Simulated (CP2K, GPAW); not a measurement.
Given: the input of a run of GPAW 26.7.0 (ASE script) on Sb. This isn't the form of Sb at room conditions, which is rhombohedral.

run.py

```python
from ase.calculators.mixing import SumCalculator
from ase.dft.bandgap import bandgap
from ase.io import read, write
from ase.units import GPa
from dftd4.ase import DFTD4
from gpaw import GPAW, PW

atoms = read('Sb.xyz')

calc = GPAW(mode=PW(600),
            xc='MGGA_X_R2SCAN+MGGA_C_R2SCAN',
            kpts={'size': (9, 9, 5), 'gamma': True},
            occupations={'name': 'fermi-dirac', 'width': 0.02},
            nbands=25,
            convergence={'density': 1e-05, 'energy': 1e-05},
            maxiter=150,
            txt='gpaw.txt')
atoms.calc = SumCalculator([calc, DFTD4(method='r2scan')])
energy = atoms.get_potential_energy()
forces = atoms.get_forces()
stress = atoms.get_stress()
calc.write('gs.gpw')
write('result.traj', atoms)
print(f'Energy: {energy:.6f} eV')
print('Forces (eV/A):')
print(forces.round(4))
print('Stress (GPa):', (stress / GPa).round(3))
print('Fermi level:', round(calc.get_fermi_level(), 4), 'eV')
print(f'Gap: {bandgap(calc)[0]:.4f} eV, direct: {bandgap(calc, direct=True)[0]:.4f} eV')
```

The input Sb.xyz:

```xyz
2
Lattice="3.3545324186 0.0000000000 0.0000000000 -1.6772662093 2.9051102923 0.0000000000 0.0000000000 0.0000000000 5.4701606500" Properties=species:S:1:pos:R:3 pbc="T T T"
Sb     1.6772662095      0.9683700973      4.1026204875
Sb    -0.0000000002      1.9367401950      1.3675401625
```

Potentials or basis: GPAW PAW data sets (gpaw-data 1.2.1), pw.

Command:

```sh
$ OMP_NUM_THREADS=1 python run.py
```

Q: What does the same run look like in CP2K 2026.2? Potentials or basis there: POTENTIAL_UZH Sb GTH-SCAN-q5; TZVP-MOLOPT-SCAN-GTH basis.

A: As run (cutoffs and basis follow the program's own potentials, and thresholds, step limits or extra output files can differ):

The input sb_scf.inp:

```
&GLOBAL
  PROJECT sb_scf
  RUN_TYPE ENERGY_FORCE
  PRINT_LEVEL LOW
&END GLOBAL
&FORCE_EVAL
  METHOD QS
  STRESS_TENSOR ANALYTICAL
  &DFT
    BASIS_SET_FILE_NAME BASIS_MOLOPT_UZH
    POTENTIAL_FILE_NAME POTENTIAL_UZH
    &MGRID
      CUTOFF 675
      REL_CUTOFF 60
      NGRIDS 5
    &END MGRID
    &QS
      METHOD GPW
      EPS_DEFAULT 1.0E-10
    &END QS
    &KPOINTS
      SCHEME MONKHORST-PACK 9 9 5
      GAMMA_CENTERED T
      SYMMETRY T
      SYMMETRY_BACKEND SPGLIB
    &END KPOINTS
    &SCF
      SCF_GUESS ATOMIC
      EPS_SCF 1.0E-6
      MAX_SCF 100
      ADDED_MOS 10
      CHOLESKY OFF
      EPS_EIGVAL 1.0E-7
      &DIAGONALIZATION ON
        ALGORITHM STANDARD
      &END DIAGONALIZATION
      &MIXING ON
        METHOD BROYDEN_MIXING
        ALPHA 0.4
        BETA 1.5
        NBUFFER 8
      &END MIXING
      &SMEAR ON
        METHOD FERMI_DIRAC
        ELECTRONIC_TEMPERATURE [K] 232.090
      &END SMEAR
    &END SCF
    &XC
      &XC_FUNCTIONAL
        &MGGA_X_R2SCAN
        &END MGGA_X_R2SCAN
        &MGGA_C_R2SCAN
        &END MGGA_C_R2SCAN
      &END XC_FUNCTIONAL
      &VDW_POTENTIAL
        POTENTIAL_TYPE PAIR_POTENTIAL
        &PAIR_POTENTIAL
          TYPE DFTD4
          REFERENCE_FUNCTIONAL r2SCAN
          D4_CUTOFF 20
        &END PAIR_POTENTIAL
      &END VDW_POTENTIAL
    &END XC
    &PRINT
      &KPOINTS ON
      &END KPOINTS
      &MULLIKEN ON
      &END MULLIKEN
      &MO ON
        ENERGIES T
        OCCUPATION_NUMBERS T
        &EACH
          QS_SCF 0
        &END EACH
        ADD_LAST NUMERIC
      &END MO
      &LOWDIN ON
      &END LOWDIN
      &HIRSHFELD ON
        SHAPE_FUNCTION DENSITY
      &END HIRSHFELD
    &END PRINT
  &END DFT
  &SUBSYS
    &CELL
      A 3.3545324186 0.0000000000 0.0000000000
      B -1.6772662093 2.9051102923 0.0000000000
      C 0.0000000000 0.0000000000 5.4701606500
      PERIODIC XYZ
    &END CELL
    &COORD
      SCALED
      Sb  0.6666666667 0.3333333333 0.7500000000
      Sb  0.3333333333 0.6666666667 0.2500000000
    &END COORD
    &KIND Sb
      BASIS_SET TZVP-MOLOPT-SCAN-GTH-q5
      POTENTIAL GTH-SCAN-q5
    &END KIND
    &PRINT
      &ATOMIC_COORDINATES ON
      &END ATOMIC_COORDINATES
      &CELL ON
      &END CELL
    &END PRINT
  &END SUBSYS
  &PRINT
    &FORCES ON
    &END FORCES
    &STRESS_TENSOR ON
    &END STRESS_TENSOR
  &END PRINT
&END FORCE_EVAL
```

Potentials or basis: POTENTIAL_UZH Sb GTH-SCAN-q5; TZVP-MOLOPT-SCAN-GTH basis.

Command:

```console
$ OMP_NUM_THREADS=1 cp2k.psmp -i sb_scf.inp -o sb_scf.out
```

Both were run:

|  | GPAW | CP2K |
| --- | --- | --- |
| Pressure | -0.6 GPa | -0.8 GPa |

The potentials hold 30 and 10 valence electrons a cell.

GPAW's potentials were made for PBE.

Pressure is positive in compression.
